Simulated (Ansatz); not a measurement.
# AlCo (Pm-3m): relaxation of the ions from a Python script

Where do the atoms of AlCo (Pm-3m) settle in the given cell? Aim: a relaxation of the ions, for AlCo (Pm-3m), run from a script.

Program: Ansatz 0.2.0 through its Python package. Level of theory: DFT PBE, plane waves, PAW. These are calculated values, not measurements.

## (1) The system

The structure is cubic, space group Pm-3m (No. 221). The conventional cell has a = 2.819 Å, b = 2.819 Å, c = 2.819 Å, α = 90.00°, β = 90.00°, γ = 90.00°. Al (site symmetry m-3m) has 8 Co at 2.44 Å as nearest neighbours. Co (site symmetry m-3m) has 8 Al at 2.44 Å as nearest neighbours.

No structure file is read: the coordinates are typed or built in the script.

## (2) The code

Input file relax_alco.py:

```python
"""Geometry optimisation of AlCo from a disturbed start."""

import ansatz as az
from ase import Atoms
from ase.neighborlist import neighbor_list
import matplotlib.pyplot as plt
import numpy as np

XC = "pbe"
ECUT = 450
KMESH = (6, 6, 6)
SMEARING = "fermi_dirac"
SMEARING_WIDTH = 0.1
FORCE_TOL = 0.02

atoms = Atoms(
    ["Al", "Co"],
    scaled_positions=[
        [0.0, 0.0, 0.0],
        [0.5, 0.5, 0.5],
    ],
    cell=[
        [2.8194, 0.0, 0.0],
        [0.0, 2.8194, 0.0],
        [0.0, 0.0, 2.8194],
    ],
    pbc=True,
)
atoms.set_initial_magnetic_moments([0.0, 1.8])
cell = az.Crystal.from_ase(atoms)
# push one atom off its site

calculation = cell.move(0, to=[0.01773, 0.01773, 0.0]).calculation()
calculation = calculation.functional(XC)
calculation = calculation.basis(ECUT)
calculation = calculation.kpoints(*KMESH)
calculation = calculation.occupations(SMEARING, width=SMEARING_WIDTH)
calculation = calculation.spin(az.SpinTreatment.COLLINEAR).relax(force_tolerance=FORCE_TOL, max_steps=100)
steps = []


def follow(event):
    if event["event"] != "relax_step":
        return
    row = event["data"]
    steps.append(row)
    print(f"step {row['step']:3d}  E = {row['lagrangian_ev']:.5f} eV  largest force component = {row['allowed_force_max_ev_ang']:.4f} eV/A")


outcome = calculation.session().plan(threads=1).execute(on_event=follow)
rep = outcome.report

first, last = steps[0], steps[-1]
symbols = [site.symbol for site in outcome.lattice.sites]
print(f"energy gained {first['lagrangian_ev'] - last['lagrangian_ev']:.4f} eV in {len(steps) - 1} steps")

fig, (top, bottom) = plt.subplots(2, 1, sharex=True, figsize=(4.5, 4))
top.plot([s["lagrangian_ev"] - last["lagrangian_ev"] for s in steps], "o-")
top.set_ylabel("E - E(final) (eV)")
bottom.semilogy([max(s["allowed_force_max_ev_ang"], 1e-6) for s in steps], "s-")
bottom.set(xlabel="step", ylabel="largest force (eV/A)")
fig.tight_layout()
fig.savefig("relax.png", dpi=100)

print("atom   start x y z (A)              end x y z (A)")
for symbol, a, b in zip(symbols, first["positions_ang"], last["positions_ang"]):
    print(f"{symbol:3s}", " ".join(f"{v:8.4f}" for v in a), "  ", " ".join(f"{v:8.4f}" for v in b))

final = Atoms(symbols, positions=last["positions_ang"], cell=outcome.lattice.cell_ang, pbc=True)
i, j, d = neighbor_list("ijd", final, 4.5)
print("neighbours within 1.2 times the shortest distance of each atom (A)")
for atom in range(len(final)):
    near = [m for m in np.argsort(d) if i[m] == atom]
    shell = [m for m in near if d[m] < 1.2 * d[near[0]]]
    print(f"{symbols[atom]}{atom} ({len(shell)}):", ", ".join(f"{symbols[j[m]]} {d[m]:.3f}" for m in shell))

moved = np.linalg.norm(np.array(last["positions_ang"]) - np.array(first["positions_ang"]), axis=1)
print("displacement by atom (A):", " ".join(f"{s}:{d:.3f}" for s, d in zip(symbols, moved)))

energy = rep["free_energy_ev"]
print("AlCo: {:.6f} eV = {:.6f} Ry = {:.6f} Ha".format(energy, energy / 13.605693, energy / 27.211386))
print("Fermi level {:.4f} eV, {} k-points, {} symmetry operations".format(rep["fermi_energy_ev"], rep["n_kpoints"], rep["n_symmetry_ops"]))
```

## (3) Launch

Launch:

```bash
$ python relax_alco.py
```

Without the output at hand: what should come out? Wanted: free energy; moment, net / absolute; moves of the relaxation; energy gained; last largest force component.

The runs gave:

| quantity | value |
| --- | --- |
| free energy | -5664.8353 eV (-2832.4176 eV/atom) |
| moment, net / absolute | 0.00 / 0.00 μB per cell |
| moves of the relaxation | 2 |
| energy gained | 10.3 meV/atom |
| last largest force component | 0.0007 eV/Å |

In words: The relaxation took 2 moves; the largest shift is 0.035 Å. The script had first distorted the structure, so the gain undoes that, in part or whole. Within 0.02 Å the atoms end in space group Pm-3m, from Amm2 at the start. The starting moments died away: the state reached is non-magnetic. Caveats:
- The SCF didn't keep the moments it started from (some shrank, vanished or turned); what is printed is the state reached.
- For a metal this k-point mesh is coarse: on a finer one energies can move by several to tens of meV an atom and pressures by half a GPa or more, differences at one mesh by less.
- Only differences from the Fermi energy are physical; the zero of the scale is a convention.
- Energies along a relaxation are free energies. A last row that repeats the one before re-solves the same geometry more tightly.
- This cell is a computed structure, which may not be the phase found in nature. The starting moments were not kept in at least one run, so it stands on a weaker or other magnetic state than the one typed.
